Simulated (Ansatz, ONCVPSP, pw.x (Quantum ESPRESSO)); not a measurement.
Equation-of-state test of one ONCV potential (mercury)

```json
{
 "Element": "mercury",
 "Generator": "ONCVPSP 4.0.1.1 (patched build)",
 "Type": "optimised norm-conserving Vanderbilt (ONCV)",
 "Functional": "PBE",
 "Relativity": "scalar-relativistic",
 "Frozen core": "[Xe] 4f14 5d10",
 "Valence charge": "2",
 "Reference configuration": "6s2",
 "Partial waves": "6s: rc 2.30 bohr, ncon 4, nbas 6, qcut 2.3 1/bohr, 3 projectors, debl 1.7 Ha; p scattering state at 0.09 Ha: rc 2.45 bohr, ncon 5, nbas 10, qcut 3.4 1/bohr, 2 projectors, debl 0.4 Ha; d scattering state at 0.02 Ha: rc 1.75 bohr, ncon 3, nbas 7, qcut 5.8 1/bohr, 2 projectors, debl 2.5 Ha",
 "Local potential": "polynomial inside 0.82 bohr (lpopt 5, dvloc0 0 Ha)",
 "Core correction": "Teter function, fcfact 3.25, rcfact 1.25"
}
```

In the p channel the program set the typed energies aside and used 0.050, 0.450 Ha.

Crystal test: sc Hg in pw.x 7.5, no spin, 11³ k-points, Fermi–Dirac smearing 0.01 Ry, cutoffs 50/200 Ry. The reference is all-electron LAPW (Ansatz 0.2.0) with the same functional, mesh and smearing; V0 and B0 come from Birch–Murnaghan fits to the pressures at five volumes. Errors are pseudo minus all-electron; Δ is the rms difference of the E(V) curves that follow from these fits, minima aligned, over ±6 % about the mean V0. Mesh and smearing are coarse, so the numbers serve the comparison and aren't converged zero-temperature values; the lattice is a test structure that the element need not adopt.

```tsv
V (Å³/atom)	P all-electron (GPa)	P pseudo (GPa)
28.131	1.04	-721.51
28.872	0.48	-700.32
29.612	0.06	-682.03
30.352	-0.26	-667.03
31.093	-0.51	-651.60
```

All-electron: a0 = 3.098 Å (V0 = 29.74 Å³/atom), B0 = 14.3 GPa.

Pseudopotential: converged, but broken (pressure over 100 GPa off). The pressure does not cross zero within the volumes sampled, so no fit is given. The generator flags a localised state at positive energy (p at 42 eV). The pseudo pressure rises with volume over the whole range, a mechanical instability. Note: ghosts flagged at negative energy: s at -422.6 eV, p at -223.6 eV (a further GHOST(-) flag falls on a real empty level of the atom); GHOST(+) flagged for p at 42.4 eV, s at 75.1 eV, d at 216.1 eV. A true bound ghost makes a file unfit for plane-wave use. A pressure error of this size marks a broken potential; the numbers have no physical meaning.

**Question.** At the middle volume, how do free energy and pressure move when the wave cutoff is lowered (ecutrho kept at four times it)?

**Answer.**

| cutoff (Ry) | shift of F (meV/atom) | shift of P (GPa) |
| --- | --- | --- |
| 22 | +514907.9 | -2796.12 |
| 30 | +222166.6 | -2191.64 |
| 40 | +57630.2 | -640.99 |

Input at the middle volume:

```
&control
  calculation='scf', prefix='x', pseudo_dir='./', outdir='./tmp', tstress=.true., disk_io='low'
/
&system
  ibrav=0, nat=1, ntyp=1, ecutwfc=50, ecutrho=200, nbnd=8,
  occupations='smearing', smearing='fd', degauss=0.01
/
&electrons
  conv_thr=1e-09, mixing_beta=0.4, electron_maxstep=70
/
ATOMIC_SPECIES
Hg 1.0 Hg.UPF
CELL_PARAMETERS angstrom
  3.09377871 0.00000000 0.00000000
  0.00000000 3.09377871 0.00000000
  0.00000000 0.00000000 3.09377871
ATOMIC_POSITIONS crystal
Hg 0.0000 0.0000 0.0000
K_POINTS automatic
11 11 11 0 0 0
```

```bash
pw.x < Hg.scf.in > Hg.scf.out
```

Lines of the output:

```
Message from routine setup:
     using ibrav=0 with symmetry is DISCOURAGED, use correct ibrav instead
     lattice parameter (alat)  =       5.8464  a.u.
     unit-cell volume          =     199.8317 (a.u.)^3
     number of electrons       =         2.00
     number of Kohn-Sham states=            8
     kinetic-energy cutoff     =      50.0000  Ry
     charge density cutoff     =     200.0000  Ry
     scf convergence threshold =      1.0E-09
     Exchange-correlation= PBE
     number of k points=    56  Fermi-Dirac smearing, width (Ry)=  0.0100
     iteration #  1     ecut=    50.00 Ry     beta= 0.40
     total energy              =     -48.45766288 Ry
     estimated scf accuracy    <       6.43232912 Ry
     iteration #  2     ecut=    50.00 Ry     beta= 0.40
     total energy              =     -46.64781758 Ry
     estimated scf accuracy    <       2.29489980 Ry
     iteration #  3     ecut=    50.00 Ry     beta= 0.40
     negative rho (up, down):  4.773E-06 0.000E+00
     total energy              =     -46.68130034 Ry
     estimated scf accuracy    <       0.00053118 Ry
     iteration #  4     ecut=    50.00 Ry     beta= 0.40
     c_bands:  1 eigenvalues not converged
     c_bands:  1 eigenvalues not converged
     c_bands:  1 eigenvalues not converged
     c_bands:  1 eigenvalues not converged
     c_bands:  1 eigenvalues not converged
     c_bands:  1 eigenvalues not converged
     c_bands:  1 eigenvalues not converged
     c_bands:  3 eigenvalues not converged
     [... 2 repeated lines left out ...]
     total energy              =     -46.68050066 Ry
     estimated scf accuracy    <       0.00247201 Ry
     iteration #  5     ecut=    50.00 Ry     beta= 0.40
     total energy              =     -46.68051659 Ry
     estimated scf accuracy    <       0.00000895 Ry
     iteration #  6     ecut=    50.00 Ry     beta= 0.40
     [... 2 repeated lines left out ...]
     total energy              =     -46.68051855 Ry
     estimated scf accuracy    <       0.00000093 Ry
     iteration #  7     ecut=    50.00 Ry     beta= 0.40
     [... 1 repeated lines left out ...]
     total energy              =     -46.68051780 Ry
     estimated scf accuracy    <       0.00000113 Ry
     iteration #  8     ecut=    50.00 Ry     beta= 0.40
     total energy              =     -46.68051781 Ry
     estimated scf accuracy    <       0.00000001 Ry
     iteration #  9     ecut=    50.00 Ry     beta= 0.40
     the Fermi energy is  -129.6739 ev
!    total energy              =     -46.68051781 Ry
     estimated scf accuracy    <          1.9E-10 Ry
     smearing contrib. (-TS)   =       0.00000000 Ry
     The total energy is F=E-TS. E is the sum of the following terms:
     one-electron contribution =     -46.37279212 Ry
     hartree contribution      =       6.43964787 Ry
     xc contribution           =      -4.80614464 Ry
     ewald contribution        =      -1.94122892 Ry
     convergence has been achieved in   9 iterations
          total   stress  (Ry/bohr**3)                   (kbar)     P=    -6820.32
```

The run at the middle volume (56 k-points, 9 iterations) took about 6.1 s on one core of a shared host (Intel(R) Xeon(R) 6975P-C, 192 threads, 1512 GiB, load 69).
